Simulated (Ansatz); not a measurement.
**WSe₂: course of a relaxation**

Theory: DFT PBEsol, scalar-relativistic, plane waves, PAW in Ansatz 0.2.0. (420 eV cutoff, 12×12×2 k-mesh, Gaussian smearing of 0.02 eV, no spin polarisation)

What was changed in Te2Mo: Mo → W, Te → Se on all its sites, cell and atoms relaxed.

Spin–orbit coupling is left out, which can shift energies with elements as heavy as these.

Command:

```bash
ansatz run input.yaml --threads 1 --pin off --max-ram 2560MiB --backend cpu --events-out ev --progress --plain --runs-dir out
```

Input:

```yaml
crystal:
  lattice:
    - [3.268237483, 0.0, 0.0]
    - [-1.6341187415, 2.8303766859, 0.0]
    - [0.0, 0.0, 16.6287989961]
  atoms:
    - { symbol: Se, position: [0.3333333333, 0.6666666667, 0.8993056598] }
    - { symbol: Se, position: [0.3333333333, 0.6666666667, 0.1006943402] }
    - { symbol: W, position: [0.0, 0.0, 0.0] }
basis:
  ecutwfc: 420
kpoints:
  mp_grid: { grid: [12, 12, 2] }
hamiltonian:
  xc: pbesol
scf:
  occupations: { method: gaussian, width: 0.02 }
output:
  forces: true
  stress: true
  eigenvalues: true
relax:
  adjacent_minimum: "off"
  f_tol: 0.01
  max_steps: 60
  cell: { stress_tol: 0.1 }
```

F is the free energy. Steps run on the plane waves of an earlier cell, but the last one, and at times one on the way, on a freshly chosen basis, so a repeated geometry can differ a little in energy.

Steps:

```tsv
step	F − F(1) (eV)	largest force component (eV/Å)	V (Å³/atom)	P (GPa)
1	0.0000	0.017	51.274	0.00
2	0.0001	0.032	51.413	0.02
3	0.0000	0.000	51.332	0.00
4	0.0000	0.000	51.332	0.00
```

Relaxed structure:

```
CELL_PARAMETERS angstrom
3.27014 0.00000 0.00000
-1.63507 2.83203 0.00000
0.00000 0.00000 16.62832
ATOMIC_POSITIONS crystal
Se 0.33333 0.66667 0.89940
Se 0.33333 0.66667 0.10060
W 0.00000 0.00000 0.00000
```

The structure is hexagonal, space group P-6m2 (No. 187). The conventional cell has a = 3.270 Å, b = 3.270 Å, c = 16.628 Å, α = 90.00°, β = 90.00°, γ = 120.00°. Se (site symmetry 3m) is surrounded by 3 W at 2.52 Å. Around W (site symmetry -6m2) lie 6 Se at 2.52 Å.

The run converged. Time: 43 s on 1 thread of Intel(R) Xeon(R) Platinum 8375C CPU @ 2.90GHz (Ice Lake), on a shared host, peak memory 0.52 GiB.